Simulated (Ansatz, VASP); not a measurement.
## One calculation of W, two programs

Contents of INCAR:

```
SYSTEM = W
PREC = Accurate
ENCUT = 600
EDIFF = 1E-6
ISMEAR = 0
SIGMA = 0.1
LREAL = .FALSE.
LASPH = .TRUE.
NELM = 100
ALGO = Normal
ISIF = 3
LWAVE = .FALSE.
LCHARG = .FALSE.
GGA = PE
IBRION = 2
NSW = 80
EDIFFG = -0.005
```

KPOINTS

```
regular mesh
0
G
  12 12 12
  0 0 0
```

File POSCAR:

```
W
1.0
   -1.5900000000      1.5900000000      1.5900000000
    1.5900000000     -1.5900000000      1.5900000000
    1.5900000000      1.5900000000     -1.5900000000
W
1
Direct
    0.0000000000      0.0000000000      0.0000000000
```

Input for Ansatz:

```yaml
crystal:
  lattice:
    - [-1.59, 1.59, 1.59]
    - [1.59, -1.59, 1.59]
    - [1.59, 1.59, -1.59]
  atoms:
    - { symbol: W, position: [0.0, 0.0, 0.0] }
scf:
  occupations: { method: gaussian, width: 0.1 }
output:
  forces: true
  stress: true
  eigenvalues: true
hamiltonian:
  xc: pbe
kpoints:
  mp_grid: { grid: [12, 12, 12] }
relax:
  f_tol: 0.005
  max_steps: 60
  cell: { stress_tol: 0.02 }
```

Alike in both runs: task relaxation of cell and atoms; functional PBE; k mesh 12 × 12 × 12; occupations gaussian, width 0.1 eV; no spin polarisation.

```csv
,VASP,Ansatz
version,VASP 6.6.1,Ansatz 0.2.0
potentials or method,"VASP PAW PBE potentials, release 64 (W_sv)","scalar-relativistic, plane waves, PAW"
plane-wave cutoff (eV),600,420
valence electrons in the cell,14,14
```

```csv
,VASP,Ansatz,Ansatz less VASP
"gap on the k mesh at the Fermi level, each at its own relaxed structure (eV)",none,none,-
relaxed volume (Å³/atom),16.18,16.15,-0.031
relaxed cell length with the largest relative difference (Å),2.760,2.758,-0.0017
```

A gap of «none» marks a metal or a gap that the smearing closes.

Spin-orbit coupling is left out, which matters for the levels of W.
